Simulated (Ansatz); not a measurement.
CuO:

```
CELL_PARAMETERS angstrom
2.87950 0.00000 0.00000
0.03907 2.87928 0.00000
0.01750 0.01724 5.17634
ATOMIC_POSITIONS crystal
Cu 0.00000 0.50000 0.00000
Cu 0.50000 0.00000 0.50000
O 0.99842 0.00167 0.74989
O 0.00158 0.99833 0.25011
```

The cell comes from a database or a generator and needn't be the stable form of this composition.

| Property | Result |
| --- | --- |
| Program | Ansatz 0.2.0 |
| Task | single point |
| Functional | PBE |
| Potentials or basis | all-electron LAPW, scalar-relativistic |
| Cutoff | 447 eV (chosen from the basis error) |
| Basis error allowed | 0.001 eV/atom |
| k mesh | 9 × 9 × 5 |
| Occupations | fermi-dirac, width 0.05 eV |
| Spin | no spin polarisation |

On this cell: pressure 5.8 GPa; largest force 0.011 eV/Å; band gap on the k mesh none (metal or under the smearing width).

The same run follows on a disturbed copy (atoms moved at random, drawn with an rms of 0.05 Å):

```xyz
4
Lattice="2.8795 0.0000 0.0000 0.0391 2.8793 0.0000 0.0175 0.0172 5.1763" Properties=species:S:1:pos:R:3 pbc="T T T"
Cu   -0.0177    1.4585   -0.0007
Cu    1.4094    0.0115    2.6013
O     2.8805   -0.0141    3.8669
O     0.0432    2.8597    1.2942
```

Q: What does the disturbed cell give?

A: The energy (extrapolated to zero smearing) moves by +7.9 meV/atom; pressure 6.1 GPa; largest force 0.676 eV/Å; band gap on the k mesh none (metal or under the smearing width).

Forces in eV/Å, atoms in the order of the input:
```
Cu   0.118 -0.666 -0.011
Cu   0.534 -0.109 -0.325
O   -0.337  0.405  0.289
O   -0.315  0.369  0.046
```

Stress tensor (GPa, compression positive):
```
 6.92  0.08 -0.10
 0.08  6.34 -0.23
-0.10 -0.23  5.14
```

Caveats: the run has no spin polarisation, though such a crystal can be magnetic; semilocal functionals often make such compounds metallic where correlation or magnetic order opens a gap, which also shifts bond lengths.
